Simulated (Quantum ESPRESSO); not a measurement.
Runs of Quantum ESPRESSO 7.5 on Cu. It takes space group Fm-3m (No. 225, cubic). Conventional cell: a = 3.615 Å, b = 3.615 Å, c = 3.615 Å, α = 90.00°, β = 90.00°, γ = 90.00°. Cu (site symmetry m-3m) has 12 Cu at 2.56 Å as nearest neighbours. 

```tsv
task	level	potentials or basis	U	cell	k mesh	smearing	mixing beta	k mesh for the Wannier functions	projections	start of the occupations	hubbard projectors	gap on the mesh (eV)	pressure (GPa)
Wannier functions	PBEsol	GBRV 1.5 PBEsol	-	as given	10 × 10 × 10	fermi-dirac 0.05 eV	0.5	8 × 8 × 8	Cu spd	-	-	none	(a)
Hubbard U by linear response	LDA+U	GBRV 1.5 LDA	Cu d U = 1 eV	as given	10 × 10 × 10	cold 0.2 eV	0.3	-	-	default	ortho-atomic	none	-11.2
phonon dispersion	PBEsol	GBRV 1.5 PBEsol	-	relaxed	12 × 12 × 12	cold 0.2 eV	0.5	-	-	-	-	none	-0.2
phonons and electron-phonon coupling	LDA	GBRV 1.5 LDA	-	relaxed	12 × 12 × 12	methfessel-paxton 0.272 eV	0.5	-	-	-	-	none	-0.4
energy-loss spectrum	LDA	GBRV 1.5 LDA	-	as given	9 × 9 × 9	gaussian 0.272 eV	0.5	-	-	-	-	none	-12.5
phonon dispersion	LDA	GBRV 1.5 LDA	-	relaxed	12 × 12 × 12	cold 0.2 eV	0.5	-	-	-	-	none	-0.4
phonon dispersion	PBEsol	GBRV 1.5 PBEsol	-	relaxed	12 × 12 × 12	cold 0.136 eV	0.5	-	-	-	-	none	-0.2
```

Alike in all rows: no spin polarisation; cutoff (eV) 762.

Q: Estimate the missing entries.

A: (a) -6.4.

Caveats: the mesh is thin for the phonons of a metal (some runs); the computed U isn't converged in cell size (some runs); U without spin polarisation on a metal has little footing (some runs); the U is typed as a test and isn't derived for this compound (some runs); λ from interpolated matrix elements is rough: modes that symmetry makes equal can differ by tens of percent (some runs); the Lanczos chain is short for so many electrons, so humps in the spectrum may be artefacts (some runs).

A gap of «none» marks a metal or a gap under the smearing width.

Runs at the PBE level aren't shown here.
